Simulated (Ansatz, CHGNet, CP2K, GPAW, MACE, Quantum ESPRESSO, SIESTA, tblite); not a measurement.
# CP2K runs on rutile SnO2, size series (72 atoms), part 2 of 3

Aim: run rutile SnO2, size series (72 atoms) in CP2K and see how near its forces come to a plane-wave reference, and at what cost.

Program: CP2K 2026.2; the method stands at each step. Banners, paths, timers and routine set-up lines are dropped from the logs unmarked, and long logs keep their key lines alone; longer cuts are marked.

So far. Step 2 (PBE, DZVP-MOLOPT-SR, 600/50 Ry, OT CG): Forces lie 6.6 % from the reference's, at 19 times its CPU time (on 4 against 8 cores); the SCF took 68 steps, which the time reflects. Step 3 (GFN1-xTB, OT DIIS): Against the first run (6.6 %), the force difference from the reference is 46 %, at 0.0067 times the CPU time (on 1 against 4 cores) (35 SCF steps against 68); the model has changed, so this is no error of the program alone.

### Step 4. PBE, SZV-MOLOPT-SR, 600/50 Ry, TRS4 filter 1e-04, SCF 1e-05

Method: Kohn-Sham DFT, PBE, GTH-PBE pseudopotentials, Gaussian and plane waves, SZV-MOLOPT-SR-GTH, linear-scaling purification of the density matrix.

The input, input.inp:

```
&GLOBAL
  PROJECT cell
  RUN_TYPE ENERGY_FORCE
  PRINT_LEVEL LOW
&END GLOBAL
&FORCE_EVAL
  METHOD QS
  STRESS_TENSOR ANALYTICAL
  &DFT
    BASIS_SET_FILE_NAME BASIS_MOLOPT
    POTENTIAL_FILE_NAME GTH_POTENTIALS
    &MGRID
      CUTOFF 600
      REL_CUTOFF 50
      NGRIDS 5
    &END MGRID
    &QS
      EPS_DEFAULT 1.0E-10
      LS_SCF T
    &END QS
    &LS_SCF
      PURIFICATION_METHOD TRS4
      EPS_FILTER 1.0E-04
      EPS_SCF 1.0E-05
      MAX_SCF 60
      S_PRECONDITIONER ATOMIC
      MIXING_FRACTION 0.45
      REPORT_ALL_SPARSITIES F
    &END LS_SCF
    &XC
      &XC_FUNCTIONAL PBE
      &END XC_FUNCTIONAL
    &END XC
    &PRINT
      &MULLIKEN ON
      &END MULLIKEN
    &END PRINT
  &END DFT
  &SUBSYS
    &CELL
      A 9.47400 0.00000 0.00000
      B 0.00000 9.47400 0.00000
      C 0.00000 0.00000 9.55800
    &END CELL
    &COORD
      Sn 9.42502 0.04112 9.55599
      Sn 2.34368 2.34851 1.60307
      O 1.43493 1.50873 9.54127
      O 3.31969 3.32433 0.02103
      O 0.91936 3.81433 1.55317
      O 3.85800 0.91102 1.53253
      Sn 9.46671 0.00474 3.14191
      Sn 2.37437 2.37864 4.79649
      O 1.47368 1.42802 3.14917
      O 3.26730 3.27980 3.15185
      O 0.93632 3.82977 4.80528
      O 3.83441 0.92817 4.77298
      Sn 0.04709 9.47372 6.38570
      Sn 2.43586 2.37409 7.93563
      O 1.46269 1.43702 6.36687
      O 3.24807 3.27355 6.35387
      O 0.90609 3.75871 7.93696
      O 3.77719 0.88212 8.04229
      Sn 0.05277 4.77670 9.53315
      Sn 2.30730 7.08722 1.55270
[... 48 atom lines left out ...]
      O 6.18084 6.14455 6.34804
      O 8.04447 8.00686 6.37423
      O 5.67189 8.54507 7.97940
      O 8.49638 5.62386 7.91670
    &END COORD
    &KIND Sn
      BASIS_SET SZV-MOLOPT-SR-GTH-q4
      POTENTIAL GTH-PBE-q4
    &END KIND
    &KIND O
      BASIS_SET SZV-MOLOPT-SR-GTH-q6
      POTENTIAL GTH-PBE-q6
    &END KIND
  &END SUBSYS
  &PRINT
    &FORCES ON
    &END FORCES
    &STRESS_TENSOR ON
    &END STRESS_TENSOR
  &END PRINT
&END FORCE_EVAL
```

Command:

```sh
$ OMP_NUM_THREADS=2 cp2k.psmp -i input.inp > output.txt
```

Numbers of over 12 decimals in the logs are rounded to 6 here.

The program printed:

```text
CP2K| version string:                                       CP2K version 2026.2
 CP2K| Input file name                                                 input.inp
 GLOBAL| Basis set file name                                        BASIS_MOLOPT
 GLOBAL| Potential file name                                      GTH_POTENTIALS
 GLOBAL| Run type                                                   ENERGY_FORCE
 GLOBAL| Total number of message passing processes                             1
 GLOBAL| Number of threads for this process                                    2
 TOTAL NUMBERS AND MAXIMUM NUMBERS
  Total number of            - Atomic kinds:                                   2
                             - Atoms:                                         72
[... lines left out ...]
 Re-scaling the density matrix to get the right number of electrons
[... lines left out ...]
 SCF run converged in     4 steps.
 !-----------------------------------------------------------------------------!
                     Mulliken Population Analysis
 #  Atom  Element  Kind  Atomic population                           Net charge
       1     Sn       1          2.464638                              1.535362
       2     Sn       1          2.450842                              1.549158
       3     O        2          6.757970                             -0.757970
[...]
71     O        2          6.751715                             -0.751715
      72     O        2          6.778419                             -0.778419
 # Total charge                            383.998869                  0.001131
 !-----------------------------------------------------------------------------!
 ENERGY| Total FORCE_EVAL ( QS ) energy [hartree]           -851.264471
 FORCES| Atomic forces [hartree/bohr]
 FORCES|   Atom     x               y               z               |f|
 FORCES|      1  2.50718917E-02 -6.62621536E-03  8.43469588E-03   2.72699574E-02
 FORCES|      2  2.22870381E-02 -4.06885120E-03 -2.59107312E-02   3.44185068E-02
 FORCES|      3 -8.15099465E-03 -1.05387494E-02  1.30472886E-03   1.33867946E-02
[...]
FORCES|     71 -8.60627241E-04  2.33177288E-03 -1.74765371E-02   1.76523991E-02
 FORCES|     72  1.94211405E-02 -1.03154574E-02  9.14138638E-03   2.38150017E-02
 FORCES| Sum    -8.66607499E-03  8.95002835E-03 -7.31499900E-03
 FORCES| Total atomic force                                       1.44469053E-02
 STRESS| Analytical stress tensor [bar]
 STRESS|                        x                   y                   z
 STRESS|      x        2.07086239719E+05  -2.40146315768E+02   9.83075967399E+03
 STRESS|      y       -2.40146315768E+02   2.07758585787E+05  -2.83762581070E+03
 STRESS|      z        9.83075967399E+03  -2.83762581070E+03   3.21466760902E+05
 STRESS| 1/3 Trace                                             2.45437195469E+05
```

It took 24 s on 2 threads of Arm Neoverse V2, shared host; peak memory 1.2 GiB; 44 s of CPU time.

Against the reference:

- r.m.s. force component: 0.9246 eV/Å
- r.m.s. difference of force components: 164.8 meV/Å
- longest difference of force vectors: 620.4 meV/Å
- force difference over r.m.s. force: 21.23 %
- slope of forces against the reference's: 1.186
- correlation of force components: 0.9963
- pressure: 24.54 GPa
- pressure difference: 12.83 GPa
- energy less the same-level run's: 0.3736 meV/atom
- r.m.s. force difference from the same-level run: 24.21 meV/Å

This is a coarse setting, run to see what it loses.

Against the first run (6.6 %), the force difference from the reference is 21 %, at 0.058 times the CPU time (on 2 against 4 cores) (4 SCF steps against 68).

The forces add up to 0.74 eV/Å instead of zero, usually a sign of too coarse a grid.

### Step 5. PBE, SZV-MOLOPT-SR, 600/50 Ry, TRS4 filter 1e-06, SCF 1e-06

Method: Kohn-Sham DFT, PBE, GTH-PBE pseudopotentials, Gaussian and plane waves, SZV-MOLOPT-SR-GTH, linear-scaling purification of the density matrix.

Changes to input.inp since step 4:

```diff
@@ -22,4 +22,4 @@
       PURIFICATION_METHOD TRS4
-      EPS_FILTER 1.0E-04
-      EPS_SCF 1.0E-05
+      EPS_FILTER 1.0E-06
+      EPS_SCF 1.0E-06
       MAX_SCF 60
@@ -44,5 +44,6 @@
     &END CELL
-    &COORD
-[... 72 atom lines left out: the same atoms as in the first run ...]
-    &END COORD
+    &TOPOLOGY
+      COORD_FILE_NAME structure.xyz
+      COORD_FILE_FORMAT XYZ
+    &END TOPOLOGY
     &KIND Sn
```

The input, structure.xyz:

```xyz
72

Sn 9.42502 0.04112 9.55599
Sn 2.34368 2.34851 1.60307
O 1.43493 1.50873 9.54127
O 3.31969 3.32433 0.02103
O 0.91936 3.81433 1.55317
O 3.85800 0.91102 1.53253
Sn 9.46671 0.00474 3.14191
Sn 2.37437 2.37864 4.79649
O 1.47368 1.42802 3.14917
O 3.26730 3.27980 3.15185
O 0.93632 3.82977 4.80528
O 3.83441 0.92817 4.77298
Sn 0.04709 9.47372 6.38570
Sn 2.43586 2.37409 7.93563
O 1.46269 1.43702 6.36687
O 3.24807 3.27355 6.35387
O 0.90609 3.75871 7.93696
O 3.77719 0.88212 8.04229
Sn 0.05277 4.77670 9.53315
Sn 2.30730 7.08722 1.55270
[... 48 atom lines left out ...]
O 6.18084 6.14455 6.34804
O 8.04447 8.00686 6.37423
O 5.67189 8.54507 7.97940
O 8.49638 5.62386 7.91670
```

The program printed:

```text
CP2K| version string:                                       CP2K version 2026.2
 CP2K| Input file name                                                 input.inp
 GLOBAL| Basis set file name                                        BASIS_MOLOPT
 GLOBAL| Potential file name                                      GTH_POTENTIALS
 GLOBAL| Run type                                                   ENERGY_FORCE
 GLOBAL| Total number of message passing processes                             1
 GLOBAL| Number of threads for this process                                    2
 TOTAL NUMBERS AND MAXIMUM NUMBERS
  Total number of            - Atomic kinds:                                   2
                             - Atoms:                                         72
[... lines left out ...]
 Re-scaling the density matrix to get the right number of electrons
[... lines left out ...]
 SCF run converged in     5 steps.
 !-----------------------------------------------------------------------------!
                     Mulliken Population Analysis
 #  Atom  Element  Kind  Atomic population                           Net charge
       1     Sn       1          2.464920                              1.535080
       2     Sn       1          2.449691                              1.550309
       3     O        2          6.768838                             -0.768838
[...]
71     O        2          6.768394                             -0.768394
      72     O        2          6.765243                             -0.765243
 # Total charge                            384.000010                 -0.000010
 !-----------------------------------------------------------------------------!
 ENERGY| Total FORCE_EVAL ( QS ) energy [hartree]           -851.265140
 FORCES| Atomic forces [hartree/bohr]
 FORCES|   Atom     x               y               z               |f|
 FORCES|      1  2.42875678E-02 -6.72436558E-03  8.88342222E-03   2.67211196E-02
 FORCES|      2  2.11836252E-02 -2.43324900E-03 -2.54714271E-02   3.32183726E-02
 FORCES|      3 -7.77394851E-03 -1.00524823E-02  1.00457734E-03   1.27473861E-02
[...]
FORCES|     71 -9.62364888E-04  1.97979373E-03 -1.71346991E-02   1.72755215E-02
 FORCES|     72  2.01970526E-02 -1.14204161E-02  9.29305867E-03   2.49941548E-02
 FORCES| Sum    -8.66182613E-03  8.96861819E-03 -7.32889721E-03
 FORCES| Total atomic force                                       1.44629208E-02
 STRESS| Analytical stress tensor [bar]
 STRESS|                        x                   y                   z
 STRESS|      x        2.05944964908E+05  -9.98801243866E+01   9.89010965435E+03
 STRESS|      y       -9.98801243866E+01   2.06626170595E+05  -2.84272089051E+03
 STRESS|      z        9.89010965435E+03  -2.84272089051E+03   3.20017922677E+05
 STRESS| 1/3 Trace                                             2.44196352726E+05
```

Run time: 28 s. Hardware: 2 threads; peak memory 1.2 GiB.

Against the reference:

```
r.m.s. force component                          : 0.9069 eV/Å
r.m.s. difference of force components           : 149.6 meV/Å
longest difference of force vectors             : 521 meV/Å
force difference over r.m.s. force              : 19.27 %
slope of forces against the reference's         : 1.163
correlation of force components                 : 0.9962
pressure                                        : 24.42 GPa
pressure difference                             : 12.71 GPa
energy less the same-level run's                : 0.1206 meV/atom
r.m.s. force difference from the same-level run : 15.88 meV/Å
```

This is a coarse setting, run to see what it loses.

Against the first run (6.6 %), the force difference from the reference is 19 %, at 0.068 times the CPU time (on 2 against 4 cores) (5 SCF steps against 68).

The forces add up to 0.74 eV/Å instead of zero, usually a sign of too coarse a grid.

### Step 6. PBE, SZV-MOLOPT-SR, 600/50 Ry, TRS4 filter 1e-07, SCF 1e-07

Method: Kohn-Sham DFT, PBE, GTH-PBE pseudopotentials, Gaussian and plane waves, SZV-MOLOPT-SR-GTH, linear-scaling purification of the density matrix.

Changes to input.inp since step 5:

```diff
@@ -22,4 +22,4 @@
       PURIFICATION_METHOD TRS4
-      EPS_FILTER 1.0E-06
-      EPS_SCF 1.0E-06
+      EPS_FILTER 1.0E-07
+      EPS_SCF 1.0E-07
       MAX_SCF 60
```

structure.xyz is that of step 5.

The program printed:

```text
CP2K| version string:                                       CP2K version 2026.2
 CP2K| Input file name                                                 input.inp
 GLOBAL| Basis set file name                                        BASIS_MOLOPT
 GLOBAL| Potential file name                                      GTH_POTENTIALS
 GLOBAL| Run type                                                   ENERGY_FORCE
 GLOBAL| Total number of message passing processes                             1
 GLOBAL| Number of threads for this process                                    2
 TOTAL NUMBERS AND MAXIMUM NUMBERS
  Total number of            - Atomic kinds:                                   2
                             - Atoms:                                         72
[... lines left out ...]
 Re-scaling the density matrix to get the right number of electrons
[... lines left out ...]
 SCF run converged in     8 steps.
 !-----------------------------------------------------------------------------!
                     Mulliken Population Analysis
 #  Atom  Element  Kind  Atomic population                           Net charge
       1     Sn       1          2.464748                              1.535252
       2     Sn       1          2.450855                              1.549145
       3     O        2          6.762567                             -0.762567
[...]
71     O        2          6.759007                             -0.759007
      72     O        2          6.773045                             -0.773045
 # Total charge                            384.000001                 -0.000001
 !-----------------------------------------------------------------------------!
 ENERGY| Total FORCE_EVAL ( QS ) energy [hartree]           -851.265418
 FORCES| Atomic forces [hartree/bohr]
 FORCES|   Atom     x               y               z               |f|
 FORCES|      1  2.46617752E-02 -6.59813401E-03  8.64298761E-03   2.69525465E-02
 FORCES|      2  2.17262313E-02 -3.32989751E-03 -2.56609405E-02   3.37875896E-02
 FORCES|      3 -7.81557934E-03 -1.02450122E-02  1.19702930E-03   1.29412686E-02
[...]
FORCES|     71 -9.95708299E-04  2.26258897E-03 -1.73593994E-02   1.75345229E-02
 FORCES|     72  1.98086669E-02 -1.07857280E-02  9.17735050E-03   2.43503383E-02
 FORCES| Sum    -8.66961165E-03  8.96124753E-03 -7.32230178E-03
 FORCES| Total atomic force                                       1.44596759E-02
 STRESS| Analytical stress tensor [bar]
 STRESS|                        x                   y                   z
 STRESS|      x        2.06276861274E+05  -1.40582064503E+02   9.86489149828E+03
 STRESS|      y       -1.40582064503E+02   2.06908062936E+05  -2.83872438149E+03
 STRESS|      z        9.86489149828E+03  -2.83872438149E+03   3.19844260553E+05
 STRESS| 1/3 Trace                                             2.44343061588E+05
```

Run time: 39 s. Hardware: 2 threads; peak memory 1.2 GiB; 71 s of CPU time.

Against the reference:

- r.m.s. force component: 0.9143 eV/Å
- r.m.s. difference of force components: 154.4 meV/Å
- longest difference of force vectors: 552.1 meV/Å
- force difference over r.m.s. force: 19.89 %
- slope of forces against the reference's: 1.173
- correlation of force components: 0.9966
- pressure: 24.43 GPa
- pressure difference: 12.73 GPa
- energy less the same-level run's: 0.0158 meV/atom
- r.m.s. force difference from the same-level run: 5.574 meV/Å

This is a coarse setting, run to see what it loses.

Against the first run (6.6 %), the force difference from the reference is 20 %, at 0.094 times the CPU time (on 2 against 4 cores) (8 SCF steps against 68).

The forces add up to 0.74 eV/Å instead of zero, usually a sign of too coarse a grid.

(Part 2 of 3 ends here.)

[Also dropped from logs without a mark: logging warnings of Python, and SIESTA's first energy breakdown and zero terms.]

[Logs are printed without paths, hosts, clocks, repeated set-up lines and the standing remarks that a program may print on its own settings, such as how far it seeks lower states.]

[Hosts, paths, dates, database ids (printed as entryN), source tags and the programs' standing remarks are cut or masked in the printed files.]
